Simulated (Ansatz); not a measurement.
# Calculation log, SrO (Fm-3m) (bands, slopes and optics on a fine k mesh)

Level of theory: PBEsol, all-electron LAPW in Ansatz 0.2.0, scalar-relativistic.

Command line:

```sh
ansatz run input.yaml --threads 1 --pin off --max-ram 3072MiB --backend cpu --events-out ev --progress --plain --runs-dir out
```

input.yaml:

```yaml
crystal:
  lattice:
    - [0.0, 2.5663, 2.5663]
    - [2.5663, 0.0, 2.5663]
    - [2.5663, 2.5663, 0.0]
  atoms:
    - { symbol: Sr, position: [0.5, 0.5, 0.5] }
    - { symbol: O, position: [0.0, 0.0, 0.0] }
kpoints:
  mp_grid: { grid: [8, 8, 8] }
scf:
  occupations: { method: fixed }
hamiltonian:
  xc: pbesol
  pseudopotentials: { kind: all_electron, lapw: { basis_error: 0.001 } }
output:
  forces: true
  stress: true
  eigenvalues: true
  eigenstates:
    nscf_kmesh: { grid: [16, 16, 16] }
    de_dk: true
    e_range: [-9, 13.21958]
  optics:
    e_range: [0, 25]
    de: 0.2
    sigma: 0.15
    bands: { spectra_wanted_up_to: 25 }
    nscf_kmesh: { grid: [16, 16, 16] }
checkpoint:
  write: ck
  write_wavefunctions: false
```

Output (shortened where marked):

```
Warning: RAYON_NUM_THREADS=1 ignored (pool sized by the plan → 1); use --threads N
LAPW: plane waves up to 7.549 Å⁻¹, error target 1.0e-3 eV per atom; small_component_spin mean_spin; O in spheres of 1.241 Å, 6 of its electrons in bands, Dirac shells []; Sr in spheres of 1.325 Å, 28 of its electrons in bands, ...
Engine: ansatz 0.2.0, x86_64-unknown-linux-gnu
Pseudopotentials: kind: all_electron
Pseudopotential: Sr, LAPW, valence charge 28, lapw/all_electron/scalar/gaussian/Sr, Koelling and Harmon's equation, gaussian nucleus
Pseudopotential: O, LAPW, valence charge 6, lapw/all_electron/scalar/gaussian/O, Koelling and Harmon's equation, gaussian nucleus
Functional definition: PBEsol
  exchange = pbesol_x
  correlation = pbesol_c
davidson cushion auto → on  (no smearing: the cushion is to keep the highest requested band from converging to the state above it; pin scf.eigensolver.cushion to override)
Crystal: 2 atoms, lattice volume = 33.803 Å³
Basis set: ecut = 217.1301316171133 eV, 259 PW (Γ), exchange–correlation at level 2
Bands: 21, of which v1, the nominal top of the filled ones, is band 17 counted from 1 (16 counted from 0)
Symmetry: 48 space group operations
Space group: Fm-3m (ITA 225), of the structure as read, at distance tolerance 3.2e-5 Å
k-points: 29 of 512
Non-local potential: Sr, projectors of the file, none
Non-local potential: O, projectors of the file, none
Initial density: superposition of atomic densities (chi_scale 0.1, normalization cell, long waves kept (reshape's long-wave potential 0.00 eV rms))
Initial wavefunctions: plane waves of lowest kinetic energy (no species holds an atomic orbital)
Functional: x = pbesol(κ = 0.804, μ = 0.12345679012345678), c = pbesol(β = 0.046)
iter 1 solved again at ethr=7.42e-3 eV; its pass at ethr=1.00e-1 eV (dr2=2.52e0 eV) is discarded
SCF iter   1: F=—  HF=-88513.950929 eV  |F-HF|=—  |Δ(HF+E_count)|=         —  Δρ=6.98e-2  dr2=2.52e0  ethr=7.42e-3  ⟨swp⟩=2.1  Hψ=3770  notcnv=0
preconditioner: auto → none  [insulator: Δε(μ)=6.199 eV  Ē_g=17.222 eV  n_scr=14 (ndim 8)  ℏωp=23.9 eV  f_vac=0.000  ε∞_Penn≈2.9]
SCF iter   2: F=—  HF=-88513.352374 eV  |F-HF|=—  |Δ(HF+E_count)|=   5.99e-1  Δρ=3.85e-2  dr2=7.16e-1  ethr=7.41e-3  ⟨swp⟩=3.0  Hψ=1931  notcnv=0
SCF iter   3: F=—  HF=-88512.004526 eV  |F-HF|=—  |Δ(HF+E_count)|=    1.35e0  Δρ=1.82e-2  dr2=1.73e-1  ethr=2.11e-3  ⟨swp⟩=3.0  Hψ=1922  notcnv=0
SCF iter   4: F=—  HF=-88512.038776 eV  |F-HF|=—  |Δ(HF+E_count)|=         —  Δρ=1.56e-2  dr2=1.32e-1  ethr=5.08e-4  ⟨swp⟩=3.0  Hψ=2046  notcnv=0
the basis was enlarged: its passes take 33.2 KiB over the memory plan, 1 of 1 planned eigensolver slots
SCF iter   5: F=—  HF=-88511.975647 eV  |F-HF|=—  |Δ(HF+E_count)|=   6.31e-2  Δρ=5.18e-3  dr2=1.45e-2  ethr=3.88e-4  ⟨swp⟩=2.0  Hψ=1746  notcnv=0
iter 6 solved again at ethr=1.34e-7 eV; its pass at ethr=4.26e-5 eV (dr2=4.56e-5 eV) is discarded
SCF iter   6: F=—  HF=-88511.967819 eV  |F-HF|=—  |Δ(HF+E_count)|=   7.83e-3  Δρ=2.87e-4  dr2=4.56e-5  ethr=1.34e-7  ⟨swp⟩=3.2  Hψ=3353  notcnv=0
SCF iter   7: F=—  HF=-88511.967771 eV  |F-HF|=—  |Δ(HF+E_count)|=   4.82e-5  Δρ=7.71e-5  dr2=3.21e-6  ethr=1.34e-7  ⟨swp⟩=2.6  Hψ=1875  notcnv=0
SCF iter   8: F=—  HF=-88511.967800 eV  |F-HF|=—  |Δ(HF+E_count)|=   2.85e-5  Δρ=6.41e-6  dr2=2.02e-8  ethr=9.45e-9  ⟨swp⟩=2.6  Hψ=1884  notcnv=0
SCF iter   9: F=—  HF=-88511.967800 eV  |F-HF|=—  |Δ(HF+E_count)|=   1.57e-9  Δρ=2.86e-7  dr2=1.42e-11  ethr=5.93e-11  ⟨swp⟩=3.0  Hψ=2048  notcnv=0
SCF iter  10: F=-88511.967800 eV  HF=-88511.967800 eV  |F-HF|=1.31e-10  |Δ(HF+E_count)|=  2.62e-10  Δρ=2.00e-8  dr2=1.36e-13  ethr=4.61e-12 (applied; sched 1.00e-12)  ⟨swp⟩=2.9  Hψ=1891  notcnv=0
SCF 1 converged in 10 iterations: F = -88511.967800 eV  dr2 = 1.36e-13
NSCF: frozen V_eff on 145 k-points
the basis was enlarged: its passes take 8.9 MiB over the memory plan, 1 of 1 planned eigensolver slots
NSCF: frozen V_eff on 145 k-points
SCF converged after 10 iterations
Free energy (F): -88511.967800 eV
Harris-Foulkes:  -88511.967800 eV  (|F-HF|=1.31e-10)
Internal energy: -88511.967800 eV  (E = F + TS)
E sigma→0 (E₀):  -88511.967800 eV
Fermi energy:    9.300475 eV
--- Per-component energies (eV) ---
  E_band       = -3184.100398
  E_kinetic    = 91064.877114
  E_xc         = -3038.540494
  E_electrostatic = -176538.304420  (all electrons and nuclei)
  E_smearing   = -0.000000  (= −TS)
  E_closure    = 0.000000  (closes the sum)
  Σ components = -88511.967800   (vs F -88511.967800, Δ=0.00e0)
  Basis errors (estimates in eV, not in F): energy 4.2e-4 per atom: plane waves 3.8e-4 (2.0e-4 summed), levels above the bands 0.0e0, relativity 1.4e-8, radial functions 4.0e-5, core shells 2.9e-8; eigenvalues (radial functions ...
--- Forces (eV/Å), atoms counted from 1 ---
  atom   1  Sr    -0.00000000    -0.00000000     0.00000000
  atom   2  O      0.00000000    -0.00000000    -0.00000000
  max |Σ_I F_I| component: 9.20e-31 eV/Å
--- Stress (GPa, compression-positive) ---
       -0.548741      -0.000000       0.000000
       -0.000000      -0.548741      -0.000000
        0.000000      -0.000000      -0.548741
  P = ⅓ Tr σ = -0.5487 GPa (-5.487 kbar)
--- Fermi surface from the table of eigenstates not read: on its mesh, or on one of the eight of every second point, the electrons fill whole bands (an insulator's do; a metal wants a denser output.eigenstates.nscf_kmesh) ---
```

Self-consistency was reached.

Head of eigenstates.tsv:

```
# spin	ik	k_frac_1	k_frac_2	k_frac_3	k_cart_x_inv_ang	k_cart_y_inv_ang	k_cart_z_inv_ang	n_plane_waves	band	set	set_size	e_ev	residual_ev	de_dk_x_ev_times_ang	de_dk_y_ev_t
# format = ansatz-eigenstates/6
# source = nscf_kmesh_points
# nscf_kmesh_grid = 16 16 16
# nscf_kmesh_shift = 0 0 0
# n_kpoints = 145
# n_rows = 1014
# fermi_ev = 9.30047479417893e0
# fermi_mp_grid = 8 8 8
# fermi_mp_shift = 0 0 0
# fermi_n_kpoints = 29
# fermi_n_bands = 21
# fermi_largest_filled_residual_ev = 1.910643120552098e-6
# vbm_ev = 9.30047479417893e0
# cbm_ev = 1.249911408488914e1
# band_edge_residuals_ev = 2.4612512199548085e-7 5.540581333474535e-7
# n_electrons = 3.4e1
# occupation_method = fixed
# xc_rung = gga
# e_minus_fermi_range_ev = -9e0 1.321958e1
# overlap = augmented
# smooth_dims = 18 18 18
# scf_smooth_dims = 18 18 18
# fft_grid_basis = 1 0 0 0 1 0 0 0 1
# n_bands_solved = 25
# n_bands_printed_max = 21
# set_resolution_ev = 6.7593386502944465e-6
# degenerate_levels = group_imposed
```

Optical peaks:

Independent-particle optical response of a crystal from Kohn-Sham bands on the fine mesh, no local fields or excitons; Cartesian axes as in the input; highest local maxima between 0.6 eV and the top less 1.5 eV.

| Quantity | Value |
| --- | --- |
| Fine mesh | 16, 16, 16 |
| Window top | 25 eV |
| Line width | 0.15 eV |
| Further gaussian width | 0.3 eV |
| Highest loss peak energy x | 12.26 eV |
| Highest loss peak height x | 0.9262 |
| Highest eps2 peak energy x | 9.43 eV |
| Highest eps2 peak height x | 4.914 |
| Dielectric electronic (x, y, z) | 4.031, 4.031, 4.031 |
| Refractive index at 1 eV, x-polarised | 2.024 |
| Refractive index at 2 eV, x-polarised | 2.079 |

**Optical constants**

Normal incidence from vacuum, light polarised along x.

```
Fine mesh              : 16, 16, 16
Line width             : 0.15 eV
Further gaussian width : 0.3 eV
```

```csv
photon energy (eV),refractive index,extinction,reflectivity,loss function,absorption (×10⁵ cm⁻¹)
0.4,2.012,0,0.1128,0,0
0.8,2.019,0,0.1139,0,0
1.2,2.032,0,0.1158,0,0
1.6,2.051,0,0.1187,0,0
2,2.079,0,0.1229,0,0
2.4,2.122,0,0.1292,0.0001,0.001
2.8,2.194,0.01,0.1397,0.002,0.029
3.2,2.291,0.074,0.1544,0.0122,0.238
3.6,2.346,0.197,0.1647,0.0301,0.718
4,2.34,0.319,0.1685,0.048,1.292
4.4,2.306,0.417,0.1693,0.0638,1.86
4.8,2.267,0.485,0.1688,0.0761,2.36
5.2,2.238,0.542,0.1695,0.0863,2.856
5.6,2.206,0.603,0.1708,0.0973,3.422
6,2.17,0.659,0.172,0.108,4.005
6.4,2.137,0.703,0.173,0.1173,4.563
6.8,2.13,0.762,0.179,0.124,5.252
7.2,2.096,0.868,0.189,0.1373,6.332
7.6,1.994,0.957,0.1927,0.1595,7.37
8,1.853,0.979,0.1853,0.1881,7.937
8.4,1.786,0.871,0.1616,0.1997,7.418
8.8,1.943,0.856,0.1726,0.1638,7.632
9.2,2.003,1.146,0.2244,0.1618,10.68
9.6,1.723,1.376,0.2596,0.2006,13.39
10,1.455,1.33,0.2536,0.2563,13.48
10.4,1.307,1.276,0.2477,0.2996,13.45
10.8,1.143,1.208,0.2446,0.3608,13.23
11.2,1.011,1.102,0.2311,0.4454,12.51
11.6,0.891,0.969,0.2108,0.5751,11.39
12,0.806,0.772,0.1645,0.8019,9.395
12.4,0.854,0.502,0.074,0.8902,6.306
12.8,1.122,0.384,0.035,0.4359,4.988
13.2,1.279,0.557,0.0704,0.3761,7.447
13.6,1.181,0.683,0.0957,0.4655,9.421
14,1.081,0.66,0.0928,0.5547,9.368
14.4,0.994,0.619,0.0879,0.6547,9.034
14.8,0.912,0.484,0.0623,0.7772,7.263
15.2,0.951,0.308,0.0249,0.5857,4.74
15.6,1.084,0.192,0.01,0.2827,3.028
16,1.24,0.168,0.0171,0.1702,2.732
16.4,1.378,0.221,0.0336,0.1603,3.668
16.8,1.432,0.323,0.0483,0.199,5.494
17.2,1.45,0.364,0.0547,0.2113,6.353
17.6,1.492,0.431,0.0669,0.2212,7.694
18,1.493,0.502,0.0764,0.2436,9.15
18.4,1.488,0.571,0.0865,0.2632,10.64
18.8,1.438,0.642,0.095,0.3004,12.23
19.2,1.363,0.653,0.0929,0.341,12.71
19.6,1.332,0.616,0.0842,0.3539,12.24
20,1.35,0.595,0.0811,0.3391,12.06
20.4,1.379,0.599,0.0835,0.3234,12.39
20.8,1.425,0.635,0.0929,0.3053,13.38
21.2,1.417,0.72,0.1089,0.3198,15.48
21.6,1.363,0.737,0.1102,0.3483,16.14
22,1.373,0.71,0.1049,0.3417,15.83
22.4,1.468,0.726,0.1127,0.2963,16.47
22.8,1.574,0.898,0.1528,0.262,20.75
23.2,1.483,1.173,0.2133,0.2721,27.58
23.6,1.204,1.264,0.254,0.3278,30.24
24,1.072,1.16,0.2396,0.3997,28.22
24.4,1.057,1.193,0.2523,0.3909,29.5
24.8,0.923,1.261,0.3019,0.3903,31.7
```

### Dielectric function

* Fine mesh: 16, 16, 16
* Line width: 0.15 eV
* Further gaussian width: 0.3 eV

```csv
photon energy (eV),dielectric real xx,dielectric imag xx
0.4,4.046,0
0.8,4.075,0
1.2,4.128,0
1.6,4.207,0
2,4.324,0
2.4,4.504,0.002
2.8,4.812,0.045
3.2,5.245,0.337
3.6,5.465,0.923
4,5.372,1.491
4.4,5.145,1.924
4.8,4.905,2.2
5.2,4.716,2.426
5.6,4.501,2.66
6,4.277,2.859
6.4,4.074,3.007
6.8,3.955,3.246
7.2,3.641,3.638
7.6,3.06,3.815
8,2.476,3.628
8.4,2.43,3.112
8.8,3.041,3.324
9.2,2.702,4.59
9.6,1.074,4.741
10,0.346,3.87
10.4,0.082,3.336
10.8,-0.153,2.763
11.2,-0.194,2.228
11.6,-0.146,1.727
12,0.053,1.245
12.4,0.478,0.857
12.8,1.111,0.863
13.2,1.326,1.424
13.6,0.928,1.615
14,0.732,1.427
14.4,0.605,1.23
14.8,0.597,0.883
15.2,0.81,0.585
15.6,1.139,0.415
16,1.51,0.418
16.4,1.851,0.608
16.8,1.947,0.924
17.2,1.971,1.057
17.6,2.04,1.287
18,1.976,1.497
18.4,1.889,1.698
18.8,1.654,1.846
19.2,1.432,1.78
19.6,1.394,1.641
20,1.468,1.607
20.4,1.542,1.653
20.8,1.629,1.809
21.2,1.489,2.042
21.6,1.315,2.01
22,1.38,1.949
22.4,1.628,2.13
22.8,1.672,2.827
23.2,0.825,3.479
23.6,-0.149,3.044
24,-0.197,2.486
24.4,-0.306,2.521
24.8,-0.739,2.328
```

Keep in mind: no spin-orbit coupling on heavy atoms; semilocal gaps are low, and what follows the gap (onsets, screening, light masses) shifts with it; the listed cell is idealised, measured hot or off later refinements; spectra summed at the mesh points alone.

It took 46 s on 1 thread of Intel(R) Xeon(R) 6975P-C (Granite Rapids), on a shared host, peak memory 0.39 GiB.
